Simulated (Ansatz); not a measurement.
# What spin–orbit coupling does to the bands of Ru

```
Ru
1.0
     2.70580    0.00000    0.00000
    -1.35290    2.34329    0.00000
     0.00000    0.00000    4.28190
Ru
2
Direct
  0.33333 0.66667 0.25000
  0.66667 0.33333 0.75000
```

Atom numbers follow the list: Ru1, Ru2.

The cell is COD entry 9017842, as deposited and not checked against the literature; nothing was relaxed.

Levels of theory: DFT, PBE, all-electron LAPW, scalar-relativistic (Ansatz 0.2.0); DFT, PBE, all-electron LAPW, Dirac equation with spin-orbit coupling (Ansatz 0.2.0).

Settings: a Γ-centred 14×14×8 k mesh, Fermi–Dirac smearing of 0.03 eV, basis error target 1 meV/atom, no spin polarisation.

Levels between -4 and 3 eV, each run counted from its own valence-band top where it has a gap, else its Fermi level. Scalar levels are listed once for both spins; with the coupling every spinor state is counted. Levels near the edges of the range can cross them.

Problem. At Γ (0.000, 0.000, 0.000) the scalar-relativistic levels are -2.58 (×2), -2.41, -1.90 (×2), -1.38 (×2), 1.20 (×2), 1.30. What are they with spin–orbit coupling?

Solution. -2.72 (×2), -2.46 (×2), -2.45 (×2), -2.07 (×2), -1.77 (×2), -1.43 (×2), -1.29 (×2), 1.10 (×2), 1.27 (×2), 1.28 (×2).

Problem. At H (0.333, 0.333, 0.500) the scalar-relativistic levels are -2.70 (×2), -1.17 (×2), 1.24 (×2). What are they with spin–orbit coupling?

Solution. -2.76 (×2), -2.68 (×2), -1.28 (×2), -1.07 (×2), 1.21 (×2), 1.26 (×2).
